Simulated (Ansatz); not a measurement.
Here is an Ansatz 0.2.0 calculation.

input.yaml

```yaml
crystal:
  lattice:
    - [3.16469, 0.0, 0.0]
    - [0.0, 3.16469, 0.0]
    - [0.0, 0.0, 3.16469]
  atoms:
    - { symbol: W, position: [0.0, 0.0, 0.0] }
    - { symbol: W, position: [0.5, 0.5, 0.5] }
kpoints:
  mp_grid: { grid: [8, 8, 8] }
  band_path:
    path:
      - [0.0, 0.0, 0.0]
      - [0.0, 0.5, 0.0]
      - [0.5, 0.5, 0.0]
      - [0.0, 0.0, 0.0]
      - [0.5, 0.5, 0.5]
      - [0.0, 0.5, 0.0]
    npoints: 8
scf:
  occupations: { method: methfessel_paxton, width: 0.2 }
hamiltonian:
  xc: lda
  pseudopotentials: { kind: all_electron, lapw: { basis_error: 0.001 } }
output:
  forces: true
  stress: true
  eigenvalues: true
```

Potentials or basis: all-electron LAPW, scalar-relativistic.

The run is started by

```console
$ ansatz run input.yaml --threads 1 --pin off --max-ram 3072MiB --backend cpu --events-out ev --progress --plain --runs-dir out
```

Estimate the band gap along the path.

none (metal or under the smearing width).

Estimate the pressure.

-8.8 GPa.

Levels at the corners of the path, in eV from the Fermi level:
| point | band 40 | band 41 | band 42 | band 43 | band 44 | band 45 | band 46 | band 47 | band 48 | band 49 |
| --- | --- | --- | --- | --- | --- | --- | --- | --- | --- | --- |
| Γ | -5.93 | -5.93 | -1.35 | -1.35 | -1.35 | 2.09 | 2.09 | 5.05 | 5.05 | 5.05 |
| X | -5.24 | -2.92 | -2.92 | -0.62 | -0.62 | -0.62 | -0.62 | 1.25 | 1.25 | 3.34 |
| M | -6.35 | -3.67 | -3.67 | 0.73 | 0.73 | 1.99 | 1.99 | 2.96 | 2.96 | 6.05 |
| Γ | -5.93 | -5.93 | -1.35 | -1.35 | -1.35 | 2.09 | 2.09 | 5.05 | 5.05 | 5.05 |
| R | -3.01 | -3.01 | -3.01 | -3.01 | -3.01 | 3.13 | 3.13 | 3.13 | 3.13 | 6.45 |
| X | -5.24 | -2.92 | -2.92 | -0.62 | -0.62 | -0.62 | -0.62 | 1.25 | 1.25 | 3.34 |

Caveat: the k mesh is thin for a metal, which can move the energy by tens of meV per atom; spin-orbit coupling is left out, which moves the levels of the heavy elements.
